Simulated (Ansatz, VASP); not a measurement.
**CsBr in VASP and in Ansatz**

File POSCAR:

```
CsBr
1.0
    4.3196004938      0.0000000000      0.0000000000
    0.0000000000      4.3196004938      0.0000000000
    0.0000000000      0.0000000000      4.3196004938
Cs Br
1 1
Direct
    0.0000000000      0.0000000000      0.0000000000
    0.5000000000      0.5000000000      0.5000000000
```

The input INCAR.step1:

```
ALGO = Normal ; EDIFF = 1E-5
ENCUT = 520 ; GGA = PE
ISIF = 2 ; ISMEAR = 0
LASPH = True ; LREAL = False
LWAVE = True ; NBANDS = 15
NELM = 100 ; PREC = Accurate
SIGMA = 0.01
```

Contents of INCAR.step2:

```
ALGO = Normal ; EDIFF = 1E-6
ENCUT = 520 ; GGA = PE
HFSCREEN = 0.2079 ; ISIF = 2
ISMEAR = 0 ; ISTART = 1
LASPH = True ; LCHARG = True
LELF = True ; LHFCALC = True
LREAL = False ; LVHAR = True
LWAVE = False ; NBANDS = 15
NELM = 100 ; PREC = Accurate
PRECFOCK = Normal ; SIGMA = 0.01
```

Contents of KPOINTS:

```
k-points
0
Gamma
  4 4 4
```

Input for Ansatz:

```yaml
crystal:
  lattice:
    - [4.3196004938, 0.0, 0.0]
    - [0.0, 4.3196004938, 0.0]
    - [0.0, 0.0, 4.3196004938]
  atoms:
    - { symbol: Cs, position: [0.0, 0.0, 0.0] }
    - { symbol: Br, position: [0.5, 0.5, 0.5] }
kpoints:
  mp_grid: { grid: [4, 4, 4] }
hamiltonian:
  xc: hse06
scf:
  occupations: { method: fixed }
  n_extra_bands: 4
output:
  forces: true
  stress: true
  eigenvalues: true
```

Alike in both runs: task single point; functional HSE06; k mesh 4 × 4 × 4; no spin polarisation.

|  | VASP | Ansatz |
| --- | --- | --- |
| version | VASP 6.6.1 | Ansatz 0.2.0 |
| potentials or method | VASP PAW PBE potentials, release 64 (Cs_sv, Br) | plane waves, PAW |
| plane-wave cutoff (eV) | 520 | 420 |
| occupations | gaussian, width 0.01 eV | fixed |
| valence electrons in the cell | 16 | 16 |

Ansatz gave:

```
gap on the k mesh at the Fermi level (eV) : 5.61
pressure (GPa)                            : 0.4
```

Question: What did VASP give for the same quantities?

Answer: gap on the k mesh at the Fermi level (eV): 5.60; pressure (GPa): 0.4.

Ansatz warned: «stress_exchange_threshold_loose».

Caveats: the PAW data sets were made with another functional, which shifts forces and pressure a little (VASP); spin-orbit coupling is left out, which moves the levels of the heavy elements.
